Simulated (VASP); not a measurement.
# BaTiO3 (R3m) in VASP: notebook

One crystal, BaTiO3, is run at these levels: PBE; tasks: single point.

All numbers are computed with VASP 6.6.1; they aren't measurements. Logs are shortened: lines on timing, memory, paths and dates and some standing lists are left out, and cuts for length are marked.

## 1. The crystal as given

It takes space group R3m (No. 160, trigonal). Conventional cell: a = 5.655 Å, b = 5.655 Å, c = 6.955 Å, α = 90.00°, β = 90.00°, γ = 120.00°. Ba (site symmetry 3m) is surrounded by 12 O at 2.79 to 2.89 Å. Ti (site symmetry 3m) is surrounded by 6 O at 1.87 to 2.14 Å. O (site symmetry m) has 2 Ti at 1.87 to 2.14 Å as nearest neighbours.

## 2. Single point, PBE

Contents of INCAR:

```
PREC     = Accurate       # precision mode
ENCUT    = 520            # plane-wave cutoff, eV
EDIFF    = 1E-6           # SCF threshold, eV
ISMEAR   = 0              # smearing method
SIGMA    = 0.02           # smearing width, eV
LREAL    = False          # projectors in reciprocal space
LASPH    = True           # aspherical terms in the spheres
NELM     = 60             # most SCF steps
ALGO     = Normal         # electronic algorithm
ISIF     = 2              # what is computed and relaxed
LWAVE    = False          # write WAVECAR
LCHARG   = False          # write CHGCAR
GGA      = PE             # functional
NBANDS   = 27             # bands
```

Contents of KPOINTS:

```
Automatic mesh
0
Gamma
  7 7 7
```

Contents of POSCAR:

```
BaTiO3
1.0
    2.8273666084      1.6323808724      2.3183934932
   -2.8273666084      1.6323808724      2.3183934932
    0.0000000000     -3.2647617449      2.3183934932
Ba Ti O
1 1 3
Cartesian
    0.0000000000      0.0000000000      0.0000000000
    0.0000000000      0.0000000000      3.3697849424
    1.3885197414     -0.8016622465      2.3988417474
   -1.3885197414     -0.8016622465      2.3988417474
    0.0000000000      1.6033244929      2.3988417474
```

Potentials or basis: VASP PAW PBE potentials, release 64 (Ba_sv, Ti_pv, O).

The run is started by

```
> cat potpaw_PBE.64/Ba_sv/POTCAR potpaw_PBE.64/Ti_pv/POTCAR potpaw_PBE.64/O/POTCAR > POTCAR
> mpirun -np 1 vasp_std > vasp.out
```

OUTCAR:

```text
PREC = Accurate
   ENCUT = 520
   EDIFF = 1E-6
   ISMEAR = 0
   LREAL = False
   LASPH = True
   NELM = 60
   ISIF = 2
   GGA = PE

 ion  position               nearest neighbor table
   1  0.000  0.000  0.000-   5 2.79   4 2.79   3 2.79   4 2.83   3 2.83   4 2.83   3 2.83   5 2.83
                             5 2.83   5 2.89   4 2.89   3 2.89   2 3.37   2 3.43   2 3.43   2 3.43
   2  0.485  0.485  0.484-   5 1.87   4 1.87   3 1.87   3 2.14   4 2.14   5 2.14   1 3.37   1 3.43
                             1 3.43   1 3.43   1 3.50   1 3.50   1 3.50   1 3.59
   3  0.509  0.017  0.509-   2 1.87   2 2.14   1 2.79   1 2.83   1 2.83   1 2.89
   4  0.017  0.509  0.509-   2 1.87   2 2.14   1 2.79   1 2.83   1 2.83   1 2.89
   5  0.509  0.509  0.017-   2 1.87   2 2.14   1 2.79   1 2.83   1 2.83   1 2.89

  LATTYP: Found a trigonal (rhomboedric) cell.
 ALAT       =     4.0042000000
 COS(alpha) =     0.0028448828

  Lattice vectors:

 A1 = (   2.8273666084,   1.6323808724,   2.3183934932)
 A2 = (  -2.8273666084,   1.6323808724,   2.3183934932)
 A3 = (   0.0000000000,  -3.2647617449,   2.3183934932)

Analysis of symmetry for initial positions (statically):
=====================================================================
 Subroutine PRICEL returns:
 Original cell was already a primitive cell.

 Routine SETGRP: Setting up the symmetry group for a
 trigonal (rhombohedral) supercell.

 Subroutine GETGRP returns: Found  6 space group operations
 (whereof  6 operations were pure point group operations)
 out of a pool of 12 trial point group operations.

The static configuration has the point symmetry C_3v.

Analysis of symmetry for dynamics (positions and initial velocities):
=====================================================================
 Subroutine PRICEL returns:
 Original cell was already a primitive cell.

 Routine SETGRP: Setting up the symmetry group for a
 trigonal (rhombohedral) supercell.

 Subroutine GETGRP returns: Found  6 space group operations
 (whereof  6 operations were pure point group operations)
 out of a pool of 12 trial point group operations.

The dynamic configuration has the point symmetry C_3v.

 Subroutine INISYM returns: Found  6 space group operations
 (whereof  6 operations are pure point group operations),
 and found     1 'primitive' translations

----------------------------------------------------------------------------------------

[... 100 lines left out ...]
   EDIFFG = 0.1E-04   stopping-criterion for IOM
   NSW    =      0    number of steps for IOM
   IBRION =     -1    ionic relax: 0-MD 1-quasi-New 2-CG
   NFREE  =      0    steps in history (QN), initial steepest desc. (CG)
   ISIF   =      2    stress and relaxation
   ISYM   =      2    0-nonsym 1-usesym 2-fastsym
   POTIM  = 0.5000    time-step for ionic-motion
   TEBEG  =    0.0;   TEEND  =   0.0 temperature during run
   PSTRESS=    0.0 pullay stress
   NELECT =      38.0000    total number of electrons
   NUPDOWN=      -1.0000    fix difference up-down
   EMIN   =  10.00;   EMAX   =-10.00  energy-range for DOS
   EFERMI =   0.00;   METHOD = LEGACY
   ISMEAR =     0;   SIGMA  =   0.02  broadening in eV -4-tet -1-fermi 0-gaus
   EFERMI_NEDOS =   21; number of points for ismear=-14 and -15
   IALGO  =     38    algorithm
   IMIX   =      4    mixing-type and parameters
     AMIX     =   0.40;   BMIX     =  1.00
     AMIX_MAG =   1.60;   BMIX_MAG =  1.00
  volume/ion in A,a.u.               =      12.84        86.65
  Fermi-wavevector in a.u.,A,eV,Ry     =   1.374534  2.597492 25.706066  1.889343
  Thomas-Fermi vector in A             =   2.499951
   LORBIT       =      0    0 simple, 1 ext, 2 COOP (PROOUT), +10 PAW based schemes
   GGA     = PE    functional components
   LHFCALC =     F    Hartree Fock is set to
   AEXX    =    0.0000 exact exchange contribution
   IVDW    =     0    specifies the selected vdW correction
   LEPSILON=     F    determine dielectric tensor
   LRPA    =     F    only Hartree local field effects (RPA)
 non-spin polarized calculation
 Gauss-broadening in eV      SIGMA  =   0.02
  energy-cutoff  :      520.00
  volume of cell :       64.20
 maximum number of plane-waves:      1752
 NGX is ok and might be reduce to    30
   NGX = 15   NGY = 15   NGZ = 15

 number of electron      37.9999997 magnetization

 Free energy of the ion-electron system (eV)
  ---------------------------------------------------
  ext. energy  EPLUGINS =         0.00000000
  ---------------------------------------------------
  free energy    TOTEN  =       -39.88546374 eV

  energy without entropy =      -39.88546374  energy(sigma->0) =      -39.88546374

 E-fermi :   3.1998     XC(G=0): -11.2095

 val. band max:        3.0526722034   @ k =   0.4286   0.4286   0.4286
 cond. band min:       5.4719091096   @ k =   0.0000   0.0000   0.0000
 fundamental gap:      2.4192369063
 Fermi energy:         3.1997656581

 k-point     1 :       0.0000    0.0000    0.0000
  band No.  band energies     occupation
      1     -29.4801      2.00000
      2     -29.4791      2.00000
      3     -29.4791      2.00000
      4     -21.6987      2.00000
      5     -13.7321      2.00000
      6     -13.0453      2.00000
[... 709 lines left out ...]
     26      11.4891      0.00000
     27      11.6248      0.00000

 [... further k-points ...]

------------------------ aborting loop because EDIFF is reached ----------------------------------------

  FORCE on cell =-STRESS in cart. coord.  units (eV):
  Direction    XX          YY          ZZ          XY          YZ          ZX
  --------------------------------------------------------------------------------------
  -------------------------------------------------------------------------------------
  Total        2.9035961      2.9035961      2.7894565      0.0000000     -0.0000000      0.0000000
  in kB       72.4610740     72.4610740     69.6126472      0.0000000     -0.0000000      0.0000000
  external PRESSURE =      71.5115984 kB  Pullay stress =       0.0000000 kB

 VOLUME and BASIS-vectors are now :
 -----------------------------------------------------------------------------
  energy-cutoff  :      520.00
  volume of cell :       64.20
      direct lattice vectors                 reciprocal lattice vectors
     2.827366608  1.632380872  2.318393493     0.176843002  0.102100355  0.143777721
    -2.827366608  1.632380872  2.318393493    -0.176843002  0.102100355  0.143777721
     0.000000000 -3.264761745  2.318393493     0.000000000 -0.204200710  0.143777721

 POSITION                                       TOTAL-FORCE (eV/Angst)
 -----------------------------------------------------------------------------------
      0.00000      0.00000      0.00000         0.000000      0.000000     -0.120261
      0.00000      0.00000      3.36978         0.000000     -0.000000      0.241355
      1.38852     -0.80166      2.39884         0.154082     -0.088959     -0.040365
     -1.38852     -0.80166      2.39884        -0.154082     -0.088959     -0.040365
      0.00000      1.60332      2.39884         0.000000      0.177919     -0.040365
 -----------------------------------------------------------------------------------
    total drift:                                0.000000     -0.000002      0.000521

  FREE ENERGIE OF THE ION-ELECTRON SYSTEM (eV)
  ---------------------------------------------------
  free  energy   TOTEN  =       -39.8854637362 eV

  energy  without entropy=      -39.8854637362  energy(sigma->0) =      -39.88546374
```

OSZICAR:

```text
N       E                     dE             d eps       ncg     rms          rms(c)
DAV:   1     0.396292092590E+03    0.39629E+03   -0.19628E+04  2376   0.146E+03
DAV:   2    -0.172885100067E+02   -0.41358E+03   -0.39643E+03  2820   0.400E+02
DAV:   3    -0.495647059884E+02   -0.32276E+02   -0.31964E+02  2590   0.118E+02
DAV:   4    -0.505576080792E+02   -0.99290E+00   -0.98929E+00  3692   0.207E+01
DAV:   5    -0.505742739911E+02   -0.16666E-01   -0.16644E-01  2960   0.236E+00    0.298E+01
DAV:   6    -0.401784046569E+02    0.10396E+02   -0.52199E+01  3625   0.618E+01    0.101E+01
DAV:   7    -0.401105058201E+02    0.67899E-01   -0.87202E+00  3378   0.237E+01    0.930E+00
DAV:   8    -0.398880193871E+02    0.22249E+00   -0.67878E-01  3213   0.888E+00    0.308E+00
DAV:   9    -0.399000117085E+02   -0.11992E-01   -0.11181E-01  3358   0.345E+00    0.119E+00
DAV:  10    -0.398864522884E+02    0.13559E-01   -0.57147E-02  3080   0.293E+00    0.293E-01
DAV:  11    -0.398854343475E+02    0.10179E-02   -0.67939E-03  3205   0.517E-01    0.690E-02
DAV:  12    -0.398855724509E+02   -0.13810E-03   -0.73935E-04  3409   0.278E-01    0.136E-01
DAV:  13    -0.398854634589E+02    0.10899E-03   -0.34026E-04  3085   0.229E-01    0.988E-03
DAV:  14    -0.398854638770E+02   -0.41815E-06   -0.17449E-05  3057   0.385E-02    0.913E-03
DAV:  15    -0.398854637362E+02    0.14081E-06   -0.33275E-06  2875   0.197E-02
   1 F= -.39885464E+02 E0= -.39885464E+02  d E =-.212252E-27
```

Wall time 65 s (1 thread of Intel Xeon Platinum 8259CL at 2.50GHz (Skylake/Cascade Lake), shared host); peak memory 0.22 GiB.

Results:

```yaml
Free_energy: -39.8855 eV
Pressure: 7.2 GPa
Largest_force: 0.241 eV/Å
Band_gap_on_the_k_mesh: 2.42 eV, indirect (least direct gap 2.75 eV)
```

Forces in eV/Å, atoms in the order of the input:
```
Ba   0.000  0.000 -0.120
Ti   0.000  0.000  0.241
O    0.154 -0.089 -0.040
O   -0.154 -0.089 -0.040
O    0.000  0.178 -0.040
```

Levels at points of the mesh, in eV from the valence-band top:
```csv
k point,band 16,band 17,band 18,band 19,band 20,band 21,band 22,band 23
"(0.00, 0.00, 0.00)",-1.00,-0.47,-0.33,-0.33,2.42,2.42,2.56,4.52
```

Caveat: spin-orbit coupling is left out, which moves the levels of the heavy elements; an odd mesh through Γ misses points on the zone boundary, where band edges often lie. Expect the measured gap to be larger: semilocal functionals such as PBE lack the derivative discontinuity.

## 3. Single point, PBE

Contents of run.py:

```python
from ase.calculators.vasp import Vasp
from ase.dft.bandgap import bandgap
from ase.io import read

atoms = read('BaTiO3.cif', primitive_cell=True, subtrans_included=False)
calc = Vasp(
    directory='calc',
    xc='pbe',
    pp='PBE',
    setups='materialsproject',
    prec='Accurate',
    encut=520,
    ediff=1e-07,
    ismear=0,
    sigma=0.02,
    lreal=False,
    lasph=True,
    nelm=80,
    algo='Fast',
    isif=2,
    lwave=False,
    lcharg=True,
    lelf=True,
    lvhar=True,
    kpts=[7, 7, 7],
    gamma=True,
)
atoms.calc = calc

print('energy (eV):', atoms.get_potential_energy())
print('free energy (eV):', atoms.get_potential_energy(force_consistent=True))
print('forces (eV/A):')
print(atoms.get_forces())
print('stress (eV/A^3, Voigt):', atoms.get_stress())
print('Fermi level (eV):', calc.get_fermi_level())
gap, top, bottom = bandgap(calc)
print('band gap (eV):', gap, 'from (spin, k, band)', top, 'to', bottom)
```

Contents of BaTiO3.cif:

```cif
data_BaTiO3
_cell_length_a 5.65473322
_cell_length_b 5.65473322
_cell_length_c 6.95518048
_cell_angle_alpha 90.00000000
_cell_angle_beta 90.00000000
_cell_angle_gamma 120.00000000
_space_group_name_H-M_alt 'R3m'
_space_group_name_Hall 'R 3 -2"'
_space_group_IT_number 160
loop_
_space_group_symop_operation_xyz
'x,y,z'
'-y,x-y,z'
'-x+y,-x,z'
'-y,-x,z'
'-x+y,y,z'
'x,x-y,z'
'x+2/3,y+1/3,z+1/3'
'-y+2/3,x-y+1/3,z+1/3'
'-x+y+2/3,-x+1/3,z+1/3'
'-y+2/3,-x+1/3,z+1/3'
'-x+y+2/3,y+1/3,z+1/3'
'x+2/3,x-y+1/3,z+1/3'
'x+1/3,y+2/3,z+2/3'
'-y+1/3,x-y+2/3,z+2/3'
'-x+y+1/3,-x+2/3,z+2/3'
'-y+1/3,-x+2/3,z+2/3'
'-x+y+1/3,y+2/3,z+2/3'
'x+1/3,x-y+2/3,z+2/3'
loop_
_atom_site_label
_atom_site_type_symbol
_atom_site_symmetry_multiplicity
_atom_site_Wyckoff_symbol
_atom_site_fract_x
_atom_site_fract_y
_atom_site_fract_z
_atom_site_occupancy
Ba1 Ba 3 a 0.0000000000 0.0000000000 0.0000000000 1
Ti1 Ti 3 a 0.3333333333 0.6666666667 0.1511666667 1
O1 O 9 b 0.4970333333 0.5029666667 0.0115666667 1
```

Potentials or basis: VASP PAW PBE potentials, release 64 (O, Ti_pv, Ba_sv).

The run is started by

```
> python run.py
```

Run time: 2.6 min. Hardware: 1 thread of Intel Xeon Platinum 8259CL at 2.50GHz (Skylake/Cascade Lake), shared host; peak memory 0.21 GiB.

Results (log left out):

```
Free energy            : -39.8855 eV
Pressure               : 7.1 GPa
Largest force          : 0.241 eV/Å
Band gap on the k mesh : 2.42 eV, indirect (least direct gap 2.75 eV)
```

Forces on the atoms (eV/Å):
```
O   -0.154 -0.089 -0.040
Ti   0.000  0.000  0.241
O    0.154 -0.089 -0.040
Ba   0.000  0.000 -0.120
O    0.000  0.178 -0.040
```

Stress tensor (GPa, compression positive):
```
7.24 0.00 0.00
0.00 7.24 0.00
0.00 0.00 6.96
```

Levels at points of the mesh, in eV from the valence-band top:
```
           k point  band 17  band 18  band 19  band 20  band 21  band 22
(0.00, 0.00, 0.00)    -0.47    -0.33    -0.33     2.42     2.42     5.12
```

Caveat: spin-orbit coupling is left out, which moves the levels of the heavy elements; an odd mesh through Γ misses points on the zone boundary, where band edges often lie.
